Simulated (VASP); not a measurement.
Cu3Au (Auricupride): single point with PBEsol

Crystal: Cu3Au (Auricupride).

```xyz
4
Lattice="3.7400 0.0000 0.0000 0.0000 3.7400 0.0000 0.0000 0.0000 3.7400" Properties=species:S:1:pos:R:3 pbc="T T T"
Cu    0.0000    1.8700    1.8700
Cu    1.8700    0.0000    1.8700
Cu    1.8700    1.8700    0.0000
Au    0.0000    0.0000    0.0000
```

| Item | Value |
| --- | --- |
| Program | VASP 6.6.1 |
| Task | single point |
| Functional | PBEsol |
| Potentials or basis | VASP PAW PBE potentials, release 64 (Cu, Au) |
| Cutoff | 520 eV |
| k mesh | 6 × 6 × 6 |
| Occupations | gaussian, width 0.1 eV |
| Spin | no spin polarisation |
| Dipole correction | no |
| Further INCAR settings | ALGO = Normal; EDIFF = 1e-06; NBANDS = 30 |

```json
{
  "Pressure": "-3.2 GPa",
  "Band gap on the k mesh": "none (metal or under the smearing width)"
}
```

Levels at points of the mesh, in eV from the Fermi level:
| k point | band 20 | band 21 | band 22 | band 23 | band 24 | band 25 |
| --- | --- | --- | --- | --- | --- | --- |
| (0.00, 0.00, 0.00) | -1.45 | -1.45 | 1.14 | 1.14 | 1.14 | 5.93 |
| (0.50, 0.00, 0.00) | -1.98 | -1.58 | -1.45 | 5.71 | 5.71 | 6.50 |
| (0.50, 0.50, 0.00) | -2.21 | -0.58 | -0.58 | -0.49 | 0.27 | 8.51 |
| (0.50, 0.50, 0.50) | -1.66 | -1.19 | -1.18 | -1.18 | -1.18 | 2.39 |

Run time: 38 s on 1 thread of Intel(R) Xeon(R) Platinum 8375C CPU @ 2.90GHz (Ice Lake), on a shared host, peak memory 0.17 GiB.

Caveat: the PAW data sets were made with another functional, which shifts forces and pressure a little. Spin-orbit coupling is left out, which matters for the levels of Au.
